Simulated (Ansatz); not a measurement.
**Quasi-harmonic thermodynamics of CaSe (Fm-3m)**

Aim: the lattice, expansion, heat capacity and bulk modulus of CaSe as it warms.

Experimental results on record:
- heat capacity C_P per formula unit 48.1 J/mol/K near room temperature (given in “High-Throughput Prediction of Finite-Temperature Properties using the Quasi-Harmonic Approximation”, 2016, arXiv:1603.06924)

Program: Ansatz 0.2.0. Level of theory: DFT PBE, scalar-relativistic, plane waves, PAW, in the first sound run; inputs show where later runs differ. Results are calculated unless marked as measured.

Report form: the programs' logs are mostly left out.

The database entry behind the starting cell differs from later determinations by our own check (0.1 to 0.3 % short, probably kX units), so it need not match the best structure at ambient conditions.

In doubt: the dispersion correction can have small steps in the geometry for these elements (step 6), which bears on fits and elastic values.

### Step 1. The starting structure

The structure is cubic, space group Fm-3m (No. 225). Conventional cell: a = 5.912 Å, b = 5.912 Å, c = 5.912 Å, α = 90.00°, β = 90.00°, γ = 90.00°. Nearest to Ca lie 6 Se at 2.96 Å. Nearest to Se lie 6 Ca at 2.96 Å. Farther neighbours and most contacts between anions are not listed.

### Step 2. A first coarse run

Before spending time, one coarse run tells the gap and the pressure of the starting cell.

Contents of input.yaml:

```yaml
crystal:
  lattice:
    - [0.0, 2.956, 2.956]
    - [2.956, 0.0, 2.956]
    - [2.956, 2.956, 0.0]
  atoms:
    - { symbol: Ca, position: [0.0, 0.0, 0.0] }
    - { symbol: Se, position: [0.5, 0.5, 0.5] }
kpoints:
  mp_grid: { grid: [6, 6, 6] }
hamiltonian:
  xc: pbe
scf:
  occupations: { method: gaussian, width: 0.1 }
output:
  forces: true
  stress: true
  eigenvalues: true
```

Started as:

```sh
ansatz run input.yaml --threads 4 --pin off --max-ram 8192MiB --backend cpu --events-out ev --progress --plain --runs-dir out
```

Run time: 0.33 s. Hardware: 4 threads of Arm Neoverse V2, shared host; peak memory 0.3 GiB.

Numbers from this step:

```
pressure          : 1.179 GPa
gap on the k-mesh : 2.029 eV
volume per atom   : 25.83 Å³
```

The start is under 1.2 GPa at this level and looks like an insulator or semiconductor on this mesh.

### Step 3. Finding the static equilibrium

Phonons are second derivatives about a minimum, so cell and atoms are relaxed first, inside the symmetry of the start.

input.yaml, the sections that differ from step 2:

```yaml
kpoints:
  mp_grid: { grid: [8, 8, 8] }
scf:
  occupations: { method: gaussian, width: 0.02 }
output:
  forces: true
  stress: true
  eigenvalues: true
  write_density: true
  write_potential: true
  elf: true
  volumetric_format: npy
relax:
  adjacent_minimum: "off"
  f_tol: 0.005
  max_steps: 80
  cell: { stress_tol: 0.05 }
# crystal, hamiltonian: as in step 2
```

It took 1.8 s on 4 threads; peak memory 0.34 GiB; 5.8 s of CPU time.

Step by step:

```csv
step,energy less that of the first step (eV),largest force component (eV/Å),pressure (GPa),volume (Å³)
1,0.0000,0.0000,1.17,51.66
2,-0.0037,0.0000,-0.40,53.33
3,-0.0043,0.0000,-0.01,52.89
4*,-0.0044,0.0000,-0.01,52.89
```

Relaxation steps marked * repeat the geometry before them on a plane-wave basis chosen anew for their cell, so energy and pressure can jump there.

The run keeps the 48 symmetry operations that it works with, so distortions that break them were not tested.

```csv
"conventional cell, symmetrised",before,after,change
a (Å),5.912,5.959,+0.8 %
b (Å),5.912,5.959,+0.8 %
c (Å),5.912,5.959,+0.8 %
volume (Å³/atom),25.83,26.45,+2.4 %
```

The relaxed structure:

```xyz
2
Lattice="0.0000 2.9794 2.9794 2.9794 0.0000 2.9794 2.9794 2.9794 0.0000" Properties=species:S:1:pos:R:3 pbc="T T T"
Ca    0.0000    0.0000    0.0000
Se    2.9794    2.9794    2.9794
```

Numbers from this step:

| Item | Value |
| --- | --- |
| pressure | -0.01461 GPa |
| gap on the k-mesh | 2.084 eV |
| volume per atom | 26.45 Å³ |

Valence density in the ac plane of the conventional cell at fractional y = 0.000, with atoms of Ca and Se within 0.2 Å of it. It is the smooth field of the valence electrons, not physical close to the nuclei.

Values in e/Å³, 9 rows by 16 columns, each cell a mean:
```
 4  2  1  0  0  0  2  9 13  4  1  0  0  0  1  4
 0  0  0  0  0  0  0  0  1  0  0  0  0  0  0  0
 0  0  0  0  0  0  0  0  0  0  0  0  0  0  0  0
 6  2  1  0  0  0  1  2  3  2  0  0  0  0  1  4
28  7  1  0  0  0  2  5  6  4  1  0  0  1  3 18
 2  1  0  0  0  0  1  1  2  1  0  0  0  0  1  2
 0  0  0  0  0  0  0  0  0  0  0  0  0  0  0  0
 1  0  0  0  0  0  0  1  1  1  0  0  0  0  0  1
 5  3  1  0  0  1  2 14 22  6  1  0  0  0  2  5
```
Columns run along a (6.0 Å), rows up along c (6.0 Å), edges of the conventional cell, whose origin can differ from the input's. Atoms in or near the plane, at fractional coordinates: Ca at (0.00, 0.00), Ca at (0.50, 0.50), Se at (0.50, 0.00), Se at (0.00, 0.50).

Electrostatic potential energy in the ac plane of the conventional cell at fractional y = 0.000, with atoms of Ca and Se within 0.2 Å of it. With pseudopotentials it is smooth inside the atoms' cores, unlike the true potential.

Values in eV, 9 rows by 16 columns, each cell a mean:
```
-44 -29  -6   5   8   3  -9  -6  -4  -9  -3   7   7   1 -18 -40
 -1   2   6   9  10  10   6   2   0   4   9  10  10   8   4   0
  5   7   9  10  10   9   7   4   4   6   8  10  10  10   8   6
 -7  -8   0   8   8   3 -11 -29 -33 -20  -2   6   9   5  -6  -8
  2  -6  -7   6   7  -2 -27 -53 -55 -41 -11   4   7   0 -10   0
 -7  -5   4   9   8   5  -5 -17 -20 -10   1   7   9   7  -2  -7
  7   8   9  10  10   9   8   7   6   7   9  10  10  10   9   7
 -9  -3   4   8  10   9   3  -3  -4  -1   7  10   9   6   1  -7
-52 -37  -9   5   8   1 -10  -2   0  -7  -6   7   7  -1 -24 -48
```
Columns run along a (6.0 Å; values clipped at the 3rd and 97th percentile), rows up along c (6.0 Å), edges of the conventional cell, whose origin can differ from the input's. Atoms in or near the plane, at fractional coordinates: Ca at (0.00, 0.00), Ca at (0.50, 0.50), Se at (0.50, 0.00), Se at (0.00, 0.50).

ELF in the ac plane of the conventional cell at fractional y = 0.000, with atoms of Ca and Se within 0.2 Å of it. It is the smooth field of the valence electrons, not physical close to the nuclei.

Ten even steps from '0' (0.05) to '9' (0.85), each cell a mean:
```
99714896348971499
98403898789961169
42002689999840014
11101357776410011
76530011111001467
99862002431004899
88983048996116998
36984179999317984
15984189999417973
58983169998217986
99973026874015899
88751001110003688
44310133443201234
11001578888630001
75103799999851047
99514898568961289
99714895138971499
```
Columns run along a (6.0 Å), rows up along c (6.0 Å), edges of the conventional cell, whose origin can differ from the input's. Atoms in or near the plane, at fractional coordinates: Ca at (0.00, 0.00), Ca at (0.50, 0.50), Se at (0.50, 0.00), Se at (0.00, 0.50).

The relaxation ends with a pressure of -0.01 GPa.

### Step 4. Tight relaxation

The thresholds are tightened for a last relaxation ahead of the phonons, and where mesh or smearing change with them the cell follows.

Contents of input.yaml:

```yaml
crystal:
  lattice:
    - [0.0, 2.9793658637, 2.9793658637]
    - [2.9793658637, 0.0, 2.9793658637]
    - [2.9793658637, 2.9793658637, 0.0]
  atoms:
    - { symbol: Ca, position: [0.0, 0.0, 0.0] }
    - { symbol: Se, position: [0.5, 0.5, 0.5] }
kpoints:
  mp_grid: { grid: [8, 8, 8] }
hamiltonian:
  xc: pbe
scf:
  occupations: { method: fixed }
output:
  forces: true
  stress: true
  eigenvalues: true
relax:
  adjacent_minimum: "off"
  f_tol: 0.001
  max_steps: 60
  cell: { stress_tol: 0.01 }
```

The job ended after 1.2 s (4 threads; peak memory 0.34 GiB; 4 s of CPU time).

Little changed from the start: no atom moved by 0.005 Å and no cell edge by 0.1 %.

Numbers from this step:

```yaml
pressure: 0.004669 GPa
gap_on_the_k_mesh: 2.083 eV
volume_per_atom: 26.44 Å³
```

The residual pressure is 0.0047 GPa, small enough for phonons.

### Step 5. A new level, relaxed again

The functional, the potentials or the cutoff change, so the crystal is relaxed again at the new setting.

This step: DFT PBE+D3(BJ), scalar-relativistic, plane waves, PAW (Ansatz 0.2.0).

input.yaml, the sections that differ from step 4:

```yaml
crystal:
  lattice:
    - [0.0, 2.9789659759, 2.9789659759]
    - [2.9789659759, 0.0, 2.9789659759]
    - [2.9789659759, 2.9789659759, 0.0]
  atoms:
    - { symbol: Ca, position: [0.0, 0.0, 0.0] }
    - { symbol: Se, position: [0.5, 0.5, 0.5] }
hamiltonian:
  xc: pbe
  dispersion: d3bj
# kpoints, scf, output, relax: as in step 4
```

Wall time 2 s (4 threads); peak memory 0.34 GiB.

Step by step:

```csv
step,energy less that of the first step (eV),largest force component (eV/Å),pressure (GPa),volume (Å³)
1,0.0000,0.0000,-2.16,52.87
2,-0.0145,0.0000,0.82,49.79
3,-0.0163,0.0000,-0.06,50.60
4,-0.0164,0.0000,0.00,50.55
5*,-0.0163,0.0000,0.00,50.55
```

Relaxation steps marked * repeat the geometry before them on a plane-wave basis chosen anew for their cell, so energy and pressure can jump there.

The run keeps the 48 symmetry operations that it works with, so distortions that break them were not tested.

```csv
"conventional cell, symmetrised",before,after,change
a (Å),5.958,5.869,-1.5 %
b (Å),5.958,5.869,-1.5 %
c (Å),5.958,5.869,-1.5 %
volume (Å³/atom),26.44,25.27,-4.4 %
```

Final coordinates:

```
Ca Se
1.0
     0.00000    2.93469    2.93469
     2.93469    0.00000    2.93469
     2.93469    2.93469    0.00000
Ca Se
1 1
Direct
  0.00000 0.00000 0.00000
  0.50000 0.50000 0.50000
```

This step gave:

- pressure: -0.001574 GPa
- gap on the k-mesh: 1.976 eV
- volume per atom: 25.27 Å³

The residual pressure is -0.0016 GPa, small enough for phonons.

### Step 6. Phonons on strained cells

The study relaxes the crystal at several strains, solves the phonons on some of them and minimises the free energy at each temperature (static energy, vibrations, the electrons in a metal, and PV under a set pressure); the q-mesh sets how far the force constants reach.

input.yaml, the sections that differ from step 5:

```yaml
crystal:
  lattice:
    - [0.0, 2.9346908874, 2.9346908874]
    - [2.9346908874, 0.0, 2.9346908874]
    - [2.9346908874, 2.9346908874, 0.0]
  atoms:
    - { symbol: Ca, position: [0.0, 0.0, 0.0] }
    - { symbol: Se, position: [0.5, 0.5, 0.5] }
output:
  eigenvalues: true
phonons:
  method: dfpt
  qmesh: [4, 4, 4]
  temperatures: { t_max: 800.0, t_step: 50 }
  thermal_expansion: {}
# kpoints, hamiltonian, scf: as in step 5
# relax: removed
```

Elapsed: 9.7 min, on 4 threads; peak memory 1.5 GiB; 38 min of CPU time.

Numbers from this step:

```
pressure                                         : -1.33e-4 GPa
volume expansion coefficient at 298 K            : 44.58 1e-6/K
C_P at 298 K                                     : 24.22 J/mol-atom/K
entropy at 298 K                                 : 34.99 J/mol-atom/K
isothermal bulk modulus at 298 K                 : 49.45 GPa
Grüneisen parameter at 298 K                     : 1.432
volume at 298 K                                  : 25.64 Å³/atom
principal linear expansion coefficients at 298 K : 14.86, 14.86, 14.86 1e-6/K
```

Strained cells of the study; zero-point energy where phonons were solved; the pressures are stresses at a fixed cutoff and can carry an offset from the finite basis. Expansion cells, by row:

```csv
cell,|a| (Å),|b| (Å),|c| (Å),V (Å³/atom),E - E_lowest (meV/atom),"pressure, compression positive (GPa)",gap (eV),zero-point energy (meV/atom)
1,4.15,4.15,4.15,25.27,0,-0.004,1.976,-
2,4.183,4.183,4.183,25.89,2.334,-1.202,2.035,-
3,4.117,4.117,4.117,24.68,2.413,1.318,1.914,-
4,4.151,4.151,4.151,25.28,0,-0.014,1.977,28.68
5,4.171,4.171,4.171,25.66,0.945,-0.777,2.014,28.02
6,4.199,4.199,4.199,26.17,4.912,-1.71,2.06,27.16
7,4.223,4.223,4.223,26.63,10.88,-2.469,2.099,26.41
8,4.109,4.109,4.109,24.53,3.747,1.66,1.898,-
9,4.13,4.13,4.13,24.9,0.915,0.798,1.938,-
10,4.257,4.257,4.257,27.27,22.76,-3.428,2.149,-
```

Quasi-harmonic; a, b, c are the run's own cell vectors. Expansion, by row:

```csv
T (K),a (Å),b (Å),c (Å),alpha (deg),beta (deg),gamma (deg),cell volume (Å³/cell),alpha_a (1e-6/K),alpha_b (1e-6/K),alpha_c (1e-6/K),alpha_V (1e-6/K),C_P (J/mol-atom/K),C_V (J/mol-atom/K),S (J/mol-atom/K),B_T (GPa),B_S (GPa),Grueneisen,extrapolation,fit error (1e-6/K)
0,4.158,4.158,4.158,60,60,60,50.82,0,0,0,0,0,0,0,51.92,51.92,-,0,0
50,4.158,4.158,4.158,60,60,60,50.83,3.49,3.49,3.49,10.47,7.436,7.431,3.12,51.85,51.88,1.118,0,0
100,4.159,4.159,4.159,60,60,60,50.88,9.52,9.52,9.52,28.56,16.9,16.84,11.6,51.49,51.68,1.338,0,0
150,4.162,4.162,4.162,60,60,60,50.96,12.26,12.26,12.26,36.79,20.87,20.71,19.32,51.01,51.4,1.39,0,0
200,4.164,4.164,4.164,60,60,60,51.06,13.59,13.59,13.59,40.76,22.68,22.42,25.6,50.5,51.08,1.411,0,0.01
250,4.167,4.167,4.167,60,60,60,51.17,14.35,14.35,14.35,43.06,23.65,23.29,30.78,49.97,50.73,1.424,0,0.01
298.1,4.17,4.17,4.17,60,60,60,51.28,14.86,14.86,14.86,44.58,24.22,23.77,34.99,49.45,50.39,1.432,0,0.01
300,4.17,4.17,4.17,60,60,60,51.28,14.88,14.88,14.88,44.63,24.24,23.78,35.14,49.43,50.38,1.432,0,0.01
350,4.173,4.173,4.173,60,60,60,51.4,15.28,15.28,15.28,45.83,24.64,24.09,38.91,48.89,50.02,1.44,0,0.01
400,4.177,4.177,4.177,60,60,60,51.52,15.61,15.61,15.61,46.84,24.95,24.29,42.22,48.34,49.65,1.446,0,0.01
450,4.18,4.18,4.18,60,60,60,51.64,15.92,15.92,15.92,47.75,25.19,24.43,45.18,47.78,49.27,1.452,0,0.01
500,4.183,4.183,4.183,60,60,60,51.76,16.2,16.2,16.2,48.6,25.4,24.53,47.84,47.22,48.89,1.458,0,0.01
550,4.187,4.187,4.187,60,60,60,51.89,16.47,16.47,16.47,49.42,25.58,24.6,50.27,46.65,48.5,1.464,0,0.01
600,4.19,4.19,4.19,60,60,60,52.02,16.74,16.74,16.74,50.23,25.75,24.66,52.5,46.07,48.11,1.47,0,0.01
650,4.194,4.194,4.194,60,60,60,52.15,17.01,17.01,17.01,51.04,25.91,24.7,54.57,45.49,47.71,1.476,0,0.01
700,4.197,4.197,4.197,60,60,60,52.29,17.29,17.29,17.29,51.86,26.07,24.74,56.5,44.9,47.31,1.482,0,0.02
750,4.201,4.201,4.201,60,60,60,52.42,17.57,17.57,17.57,52.7,26.22,24.76,58.3,44.3,46.91,1.488,0,0.02
800,4.205,4.205,4.205,60,60,60,52.56,17.85,17.85,17.85,53.56,26.37,24.79,60,43.7,46.49,1.495,0,0.03
```

Expansion coefficient against temperature; values in 1e-6/K:

```csv
temperature (K),volume,principal 1
0,0,0
50,10.5,3.49
100,28.6,9.52
150,36.8,12.3
200,40.8,13.6
250,43.1,14.3
298,44.6,14.9
300,44.6,14.9
350,45.8,15.3
400,46.8,15.6
450,47.8,15.9
500,48.6,16.2
550,49.4,16.5
600,50.2,16.7
650,51.0,17.0
700,51.9,17.3
750,52.7,17.6
800,53.6,17.9
```

At 298 K the volume expansion is 44.6 × 10⁻⁶/K and B_T is 49.5 GPa. The program raised the cutoff to 487.2 eV by itself: with no cutoff typed, the study takes about 1.16 times the default for its relaxations and scales it with the volume for the phonons.

### Step 7. Outcome

| Quantity | Value |
| --- | --- |
| settings of these figures | PBE+D3(BJ), 487.2 eV, k 8×8×8, q 4×4×4 |
| volume expansion coefficient at 298 K | 44.58 1e-6/K |
| C_P at 298 K | 24.22 J/mol-atom/K |
| entropy at 298 K | 34.99 J/mol-atom/K |
| isothermal bulk modulus at 298 K | 49.45 GPa |
| Grüneisen parameter at 298 K | 1.432 |
| volume at 298 K | 25.64 Å³/atom |
| principal linear expansion coefficients at 298 K | 14.86, 14.86, 14.86 1e-6/K |

**Reading.** Near room temperature CaSe expands by 44.6 × 10⁻⁶/K in volume by PBE+D3(BJ), with C_P = 24.2 J/(mol K) per mole of atoms and B_T = 49.5 GPa. C_P at room temperature is 97 % of the classical 3R an atom. A measured heat capacity per formula unit near room temperature is 48.1 J/mol/K (arXiv:1603.06924); the calculated 48.4 J/mol/K differs by +1 %. The dispersion term is taken with its C6 weights frozen at the crystal at rest, in the force constants and, in the expansion study, in the energies too.

[Logs are printed without paths, hosts, clocks, repeated set-up lines and the standing remarks that a program may print on its own settings, such as how far it seeks lower states.]

[Hosts, paths, dates, database ids (printed as entryN), source tags and the programs' standing remarks are cut or masked in the printed files.]

[A step with changed settings may run another functional than the one named; its input shows which.]
